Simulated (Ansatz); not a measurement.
ZrB₂: phonon entropy and phonon heat capacity against temperature

Harmonic vibrational free energy, entropy and heat capacity at constant volume, per atom, from the force constants of a q mesh, imaginary modes left out; plane waves with PAW datasets, Gamma-centred k mesh. The results are calculated, by Ansatz 0.2.0.

Structure of every row (space group P6/mmm, No. 191):
```
CELL_PARAMETERS angstrom
3.17170 0.00000 0.00000
-1.58590 2.74680 0.00000
0.00000 0.00000 3.54170
ATOMIC_POSITIONS crystal
Zr 0.00000 0.00000 0.00000
B 0.33333 0.66667 0.50000
B 0.66667 0.33333 0.50000
```

Settings of every row: functional PBE; dispersion none; spin none; wave cutoff 420 eV; k mesh 18x18x14; occupations fermi dirac; smearing width 0.15 eV; pressure 0 GPa; phonon method linear response; q mesh 3x3x2.

Limits: coarse q mesh; metal sensitive to the k mesh; phonon interpolation lacks quadrupole term.

| row | temperature (K) | phonon entropy (kB/atom) | phonon heat capacity (kB/atom) | phonon free energy (meV/atom) |
| --- | --- | --- | --- | --- |
| 1 | 200 | 0.808 | 1.337 | 84.2 |
| 2 | 300 | 1.477 | 1.951 | 74.4 |
| 3 | 400 | 2.092 | 2.312 | 58.9 |
| 4 | 500 | 2.633 | 2.524 | 38.5 |
| 5 | 600 | 3.105 | 2.654 | 13.7 |
| 6 | 700 | 3.521 | 2.739 | -14.8 |
| 7 | 800 | 3.891 | 2.796 | -46.8 |
| 8 | 900 | ? | ? | ? |
| 9 | 1000 | 4.523 | 2.867 | -119.5 |

Question: what phonon entropy and phonon heat capacity should row 8 give?

Worked fit of phonon entropy. Entropy rises as the heat capacity times the change of ln T, so take t = ln(T / 300 K). The shown rows have t = -0.4055, 0, 0.2877, 0.5108, 0.6931, 0.8473, 0.9808, 1.204. Least squares give phonon entropy = 1.5057 + 1.95565 × t + 0.47372 × t² kB/atom; a straight line predicts inner rows, each left out in turn, worse (root mean square 0.1 against 0.023 kB/atom). The rows lie off it by 0.017, -0.029, -0.016, 0.005, 0.016, 0.018, 0.011, -0.024 (root mean square 0.018 kB/atom), a smooth pattern that one more power would take up: the form is only approximate. The slope at t = 0, 1.96 kB/atom, estimates the heat capacity at 300 K. The withheld row has t = 1.0986, so the fit gives 1.5057 + 1.95565 × (1.0986) + 0.47372 × (1.0986)² = 4.226 kB/atom.

The calculation gave 4.223 kB/atom. The fit lies 0.003 kB/atom (0.081 % of the column's range) above it; its largest miss of a shown row is 0.029 kB/atom.

Worked fit of phonon heat capacity. At high temperature a harmonic heat capacity falls short of its limit by a term in 1/T², so take t = (100 K / T)². The shown rows have t = 0.25, 0.11111, 0.0625, 0.04, 0.02778, 0.02041, 0.01562, 0.01. Least squares give phonon heat capacity = 2.9657 − 11.5037 × t + 19.99 × t² kB/atom; a straight line predicts inner rows, each left out in turn, worse (root mean square 0.11 against 0.022 kB/atom). The rows lie off it by -0.002, 0.017, -0.013, -0.014, -0.008, 0.000, 0.005, 0.014 (root mean square 0.011 kB/atom), a smooth pattern that one more power would take up: the form is only approximate. The constant, 2.9657 kB/atom, is to be held against the harmonic limit of 3 k_B an atom. The withheld row has t = 0.01235, so the fit gives 2.9657 − 11.5037 × (0.01235) + 19.99 × (0.01235)² = 2.827 kB/atom.

The calculation gave 2.837 kB/atom. The fit lies 0.010 kB/atom (0.65 % of the column's range) below it; its largest miss of a shown row is 0.017 kB/atom.

The other values of row 8: phonon free energy -81.8 meV/atom.
